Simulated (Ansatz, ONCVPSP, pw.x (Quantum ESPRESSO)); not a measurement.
## W (Z = 74): one change to the ONCV potential, in the atom and in the sc crystal

ONCVPSP 4.0.1 input, shortened (lines: element, Z, core and valence counts, functional; n l f; lmax; l rc ep ncon nbas qcut; lloc lpopt rc5 dvloc0; l nproj debl; icmod fcfact rcfact), PBE, scalar-relativistic:

```
  W 74.00   10    4        4      upf
    1    0    2.00
    2    0    2.00
    2    1    6.00
    3    0    2.00
    3    1    6.00
    3    2   10.00
    4    0    2.00
    4    1    6.00
    4    2   10.00
    4    3   14.00
    5    0    2.00
    5    1    6.00
    5    2    4.00
    6    0    2.00
    2
    0    1.85    0.00    3    7    8.20
    1    1.85    0.00    4    9    7.40
    2    2.30    0.00    3    7    5.90
    4    5    1.25    0.00
    0    2    3.20
    1    1    3.60
    2    2    0.80
    3    3.50    1.25
```

Change: local potential polynomial inside 1.25 bohr (lpopt 5, dvloc0 -2 Ha).

Cutoffs, loose and tight: the cutoffs (Ha) at which the residual kinetic energy of the hardest occupied pseudo-wave falls to 1 and 0.1 mHa per electron. They do not see the model core or the augmentation charge, which bear on the density cutoff. Test errors are all-electron minus pseudo excitation energies from the reference, over the configurations 5s2 5p6 5d4 6s1; 5s2 5p6 5d4 6s0; 5s2 5p6 5d3 6s0; 5s2 5p6 5d4 6s1.5; variants that change the core or the reference have their own tests.

Crystal test: sc W in pw.x 7.5, no spin, 12³ k-points, Fermi–Dirac smearing 0.01 Ry, cutoffs set for each file from its atomic test. The reference is all-electron LAPW (Ansatz 0.2.0) with the same functional, mesh and smearing; V0 and B0 come from Birch–Murnaghan fits to the pressures at five volumes. Errors are pseudo minus all-electron; Δ is the rms difference of the E(V) curves that follow from these fits, minima aligned, over ±6 % about the mean V0. Mesh and smearing are coarse, so the numbers serve the comparison and aren't converged zero-temperature values; the lattice is a test structure that the element need not adopt.

All-electron: a0 = 2.638 Å (V0 = 18.36 Å³/atom), B0 = 216.4 GPa.

**Question.** Does the change bring the crystal closer to the all-electron result?

**Answer.** The mean pressure error goes from -4.92 to -5.72 GPa, so the change moves the solid further from the all-electron pressures.

```
                       quantity       base    changed
                 outcome (atom)  generated  generated
           cutoff, loose (atom)      21 Ha      21 Ha
           cutoff, tight (atom)      25 Ha      25 Ha
            bound ghosts (atom)       none       none
largest test error (meV) (atom)       -3.5       -3.5
           cutoffs in pw.x (Ry)     60/240     60/240
                         a0 (Å)      2.617      2.614
                   a0 error (%)      -0.79      -0.92
                   B0 error (%)       +2.3       +2.9
                   Δ (meV/atom)       20.8       24.2
      mean pressure error (GPa)      -4.92      -5.72
```

Base: This is a poor potential for the solid. Changed file: This is a poor potential for the solid.
